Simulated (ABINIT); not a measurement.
Planning a run of ABINIT 10.8.3 on BN (P6_3/mmc). The input:

```
acell 3*1.0 Angstrom
rprim 
  2.503989999987 0.000000000003 0.000000000000
  -1.251994999996 2.168518950810 0.000000000000
  0.000000000000 0.000000000000 6.661200000000
ntypat 2
znucl 5 7
natom 4
typat 1 1 2 2
xred 
  0.333333333333 0.666666666667 0.250000000000
  0.666666666667 0.333333333333 0.750000000000
  0.333333333333 0.666666666667 0.750000000000
  0.666666666667 0.333333333333 0.250000000000
pp_dirpath "pseudos"
pseudos "B.upf, N.upf"
ecut 36
ngkpt 6 6 2
nshiftk 1
shiftk 0 0 0
kptopt 1
chksymbreak 0
istwfk *1
occopt 1
irdwfk 1
optdriver 4
nband 102
gwcalctyp 10
ecutsigx 36
symsigma 1
nkptgw 14
kptgw 
  0.0000000000 0.0000000000 0.0000000000
  0.1666666667 0.0000000000 0.0000000000
  0.3333333333 0.0000000000 0.0000000000
  0.5000000000 0.0000000000 0.0000000000
  0.1666666667 0.1666666667 0.0000000000
  0.3333333333 0.1666666667 0.0000000000
  0.3333333333 0.3333333333 0.0000000000
  0.0000000000 0.0000000000 0.5000000000
  0.1666666667 0.0000000000 0.5000000000
  0.3333333333 0.0000000000 0.5000000000
  0.5000000000 0.0000000000 0.5000000000
  0.1666666667 0.1666666667 0.5000000000
  0.3333333333 0.1666666667 0.5000000000
  0.3333333333 0.3333333333 0.5000000000
bdgw 
  1 14
  1 14
  1 14
  1 14
  1 14
  1 14
  1 14
  1 14
  1 14
  1 14
  1 14
  1 14
  1 14
  1 14
ecuteps 6
irdscr 1
ppmodel 1
irdqps 1
indata_prefix "in"
outdata_prefix "out"
tmpdata_prefix "tmp"
```

```sh
OMP_NUM_THREADS=1 mpirun -n 8 abinit run.abi > log
```

**Question.** How long will it take on 8 MPI ranks of Arm Neoverse V1, shared host, and how much memory?

It took 2.7 min; on shared hardware allow 81 s to 5.4 min. Peak host memory was 2.1 GiB.

[Paths, hosts, dates, memory and timing lines, banners, echoed tables and standing remarks are left out of the program output.]

[Logs are printed without paths, hosts, clocks, repeated set-up lines and the standing remarks that a program may print on its own settings, such as how far it seeks lower states.]

[Runs of the session that timed out or met a known fault of the program may be left out.]

[No measured gap is set beside runs whose start may be inverted or whose files or cutoffs have a known fault.]

[Hosts, paths, dates, database ids (printed as entryN), source tags and the programs' standing remarks are cut or masked in the printed files.]

[G0W0 gaps are taken among the corrected bands and points alone; a level outside them can change the order at an edge.]

[Where Ansatz stands beside ABINIT at settings called matched, ABINIT's density can come from a denser mesh and the files from another edition; pairs whose starting gaps differed by over 0.03 eV were left out, so agreement reads better than it is.]
